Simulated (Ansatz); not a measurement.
# A defect in a wire: armchair graphene nanoribbon (N = 5, H edges), divacancy of C and C, part 2 of 5

What does the defect do to the conductance?

Ansatz 0.2.0; DFT PBE, plane waves, PAW; relaxation of a wire's period (the session's first sound run).

So far. Step 2 (Relaxing the period): The cell's length comes to 4.312 Å with spin left out.

### Step 3. Bands of the perfect wire

This step: DFT PBE, plane waves, PAW; channels and complex bands of a perfect wire (Ansatz 0.2.0).

At the relaxed period the Bloch states of the perfect wire are found at each energy: those that move forward count the open channels, and those that decay describe how a disturbance dies away inside the wire itself. An energy step of 0.035 eV is under the 0.039 eV that the program asks for its thermal average at 300 K.

input.yaml

```yaml
crystal:
  lattice:
    - [13.772, 0.0, 0.0]
    - [0.0, 7.0, 0.0]
    - [0.0, 0.0, 4.3124689628]
  atoms:
    - { symbol: C, position: [0.322995708, 0.5, 0.007723686] }
    - { symbol: C, position: [0.500011569, 0.5, 0.999749547] }
    - { symbol: C, position: [0.67702743, 0.5, 0.007723686] }
    - { symbol: C, position: [0.322995708, 0.5, 0.325609648] }
    - { symbol: C, position: [0.500011569, 0.5, 0.333583786] }
    - { symbol: C, position: [0.67702743, 0.5, 0.325609648] }
    - { symbol: H, position: [0.253305375, 0.5, 0.444400139] }
    - { symbol: H, position: [0.746717763, 0.5, 0.444400139] }
    - { symbol: C, position: [0.410350961, 0.5, 0.500138039] }
    - { symbol: C, position: [0.589672177, 0.5, 0.500138039] }
    - { symbol: C, position: [0.410350961, 0.5, 0.833195294] }
    - { symbol: C, position: [0.589672177, 0.5, 0.833195294] }
    - { symbol: H, position: [0.253305375, 0.5, 0.888933194] }
    - { symbol: H, position: [0.746717763, 0.5, 0.888933194] }
kpoints:
  mp_grid: { grid: [1, 1, 19] }
scf:
  occupations: { method: fermi_dirac, width: 0.05 }
hamiltonian:
  xc: pbe
output:
  transmission:
    e_range: [-1.26, 1.26]
    de: 0.035
    kmesh: [1, 1]
    reduced_basis: true
    leads: [[0, 0]]
basis:
  ecutwfc: "350 eV"
```

Launch:

```sh
$ ansatz run input.yaml --threads 4 --pin off --max-ram 16384MiB --backend cpu --events-out ev --progress --plain --runs-dir out
```

Numbers of over 12 decimals in the logs are rounded to 6 here.

Output:

```text
Warning: basis.ecutwfc = 350 eV is below the records' recommended 420 eV, and the density's cutoff is lower with it unless basis.ecutrho_ratio is high enough to keep the records' density cutoff: compare with a run at a higher cutoff
[...]
Crystal: 14 atoms, lattice volume = 415.739 Å³
Basis set: ecut = 350 eV, 6211 PW (Γ)
Bands: 36, of which v1, the nominal top of the filled ones, is band 22 counted from 1 (21 counted from 0)
Symmetry: 8 space group operations
[...]
k-points: 10 of 19
[...]
SCF iter   1: F=—  HF=-2572.289745 eV  |F-HF|=—  |Δ(HF+E_count)|=         —  Δρ=2.82e-3  dr2=8.08e-2  ethr=1.77e-3  ⟨swp⟩=7.4  Hψ=1965  notcnv=0  defer=28
[...]
SCF iter   7: F=-2572.276155 eV  HF=-2572.276155 eV  |F-HF|=4.28e-9  |Δ(HF+E_count)|=   2.06e-7  Δρ=3.11e-6  dr2=2.97e-8  ethr=2.27e-10  ⟨swp⟩=23.8  Hψ=2543  notcnv=0
the search or the solves at the SCF's close seem to have found levels that the self-consistency loop had missed (the run counts 1). By its estimate they hold under 1e-12 electrons; where the run keeps them, the occupations were computed again with them
SCF 1 converged in 7 iterations: F = -2572.276155 eV  dr2 = 2.97e-8
[...]
transmission: 8 of 8 steps passed
Second SCF, for the conductance: iteration 1, dr2 5.229e-7 eV
Second SCF, for the conductance: iteration 2, dr2 6.724e-8 eV
Second SCF, for the conductance: iteration 3, dr2 5.818e-9 eV
transmission: 8 of 8 steps passed
SCF converged after 7 iterations
Free energy (F): -2572.276155 eV
[...]
Internal energy: -2572.275258 eV  (E = F + TS)
E sigma→0 (E₀):  -2572.275707 eV
Entropy (-TS):   -0.000897 eV (-0.064 meV/atom)
Fermi energy:    -1.353279 eV
[...]
--- Band table (eV; the first three rows and the last of 10) ---
  k-point 0: bands = [... 18 lower, -4.7310, -4.1581, -3.0311, -1.5583, -1.1481, 0.0542, 1.3160, 1.7437, ... 10 higher]
  k-point 1: bands = [... 18 lower, -4.7673, -4.1508, -3.1457, -1.8162, -0.8980, 0.1860, 1.3371, 1.7075, ... 10 higher]
  k-point 2: bands = [... 18 lower, -4.8731, -4.1308, -3.4409, -2.2130, -0.5250, 0.5319, 1.4005, 1.6056, ... 10 higher]
  k-point 9: bands = [... 18 lower, -6.3753, -5.3148, -4.8320, -3.8064, 0.5712, 2.0464, 2.5314, 3.0159, ... 10 higher]
--- Transmission ---
  basis      : 703 plane waves across, 8 finite elements along
  points     : 1, standing for a mesh of 1 x 1
  filling    : by a second SCF (3 iterations) under fermi_dirac of width 0.025852 eV on a mesh of 1 x 1 x 62, whose Fermi level is -1.353117 eV
  energies   : 73 from -1.260000 to 1.260000 eV about the Fermi level, 0.035000 eV apart; the leads are filled to 0.000000 eV, and channels, transmission and decay are at 0.000000 eV
  crystal 0  : C10H4, at the sites [0, 0], period 4.3125 Å: whole cells are its period
    offset         : up to 0.0000 Å between an atom of the period and one for which it stands
    filled         : 7.7 meV over the level at which it is neutral
    channels       : 0.000000e0 a spin
    conductance    : 6.3138e10 S/m² at 300 K; may be off by some 0.0 % by where its bands' edges are placed, 4.1 % from the distance to neutral
    slowest decay  : 0.0380 /Å at (0.0000, 0.0000)
```

It took 10 min on 4 threads of Arm Neoverse V2, shared host; peak memory 4.3 GiB.

Numbers from this step:

```yaml
energy_at_zero_smearing: -2572.2757 eV
channels_at_the_energy_nearest_the_fermi_level_one_spin: 0
conductance_of_the_lead_as_this_run_defines_it: 7.86e-4 G₀
slowest_decay_in_the_lead_at_the_energy_nearest_the_fermi_level: 0.038 Å⁻¹
band_gap: 0.4102 eV
```

Table of open channels of the lead, one spin by energy, zero at the Fermi level:

```csv
energy (eV),"open channels of the lead, one spin"
-1.26,1
-1.19,1
-1.12,1
-1.05,1
-0.98,1
-0.91,1
-0.84,1
-0.77,1
-0.70,1
-0.63,1
-0.59,1
-0.53,1
-0.46,1
-0.39,1
-0.32,1
-0.24,1
-0.17,0
-0.10,0
-0.04,0
0.00,0
0.04,0
0.10,0
0.17,0
0.24,1
0.32,1
0.39,1
0.46,1
0.53,1
0.59,1
0.63,1
0.70,1
0.77,1
0.84,1
0.91,1
0.98,1
1.05,1
1.12,1
1.19,1
1.26,1
```

The slowest values at each energy, most degenerate partners merged, listed up to 1.5 1/Å. Im kz of the slowest decaying states against energy, zero at the Fermi level:

```csv
energy (eV),decay 1 (Å⁻¹),decay 2 (Å⁻¹),decay 3 (Å⁻¹),decay 4 (Å⁻¹)
-1.190,0.141,0.474,0.479,0.505
-1.085,0.152,0.480,0.483,0.509
-1.015,0.158,0.483,0.486,0.511
-0.910,0.165,0.489,0.490,0.513
-0.805,0.172,0.493,0.494,0.513
-0.700,0.177,0.496,0.498,0.513
-0.595,0.181,0.499,0.502,0.512
-0.490,0.184,0.502,0.506,0.510
-0.385,0.186,0.504,0.506,0.509
-0.315,0.186,0.504,0.506,0.511
-0.210,0.00442,0.187,0.499,0.508
-0.105,0.0333,0.187,0.494,0.510
0.000,0.0380,0.186,0.488,0.512
0.105,0.0318,0.184,0.481,0.513
0.210,0.181,0.473,0.514,0.523
0.315,0.177,0.464,0.516,0.524
0.385,0.174,0.457,0.516,0.525
0.490,0.168,0.447,0.517,0.526
0.595,0.162,0.435,0.518,0.526
0.700,0.154,0.423,0.518,0.526
0.805,0.145,0.409,0.518,0.526
0.910,0.134,0.394,0.518,0.526
1.015,0.121,0.377,0.518,0.525
1.085,0.111,0.365,0.518,0.524
1.190,0.0919,0.345,0.517,0.523
```

By hand: the program gives 6.3138 × 10^10 S/m² over the cell's cross-section of 96.40 Å² = 9.640 × 10^-19 m², so one cell conducts 6.087 × 10^-8 S. Divided by G0 = 2e²/h = 7.748 × 10^-5 S this is 7.9e-4 G0, a resistance of 16429 kΩ.

At the computed energy nearest the Fermi level there are 0 channels a spin, and the thermal average gives 7.9e-4 G₀; the gap is 0.41 eV.

(Part 2 of 5 ends here.)

[Logs are printed without paths, hosts, clocks, repeated set-up lines and the standing remarks that a program may print on its own settings, such as how far it seeks lower states.]

[Hosts, paths, dates, database ids (printed as entryN), source tags and the programs' standing remarks are cut or masked in the printed files.]
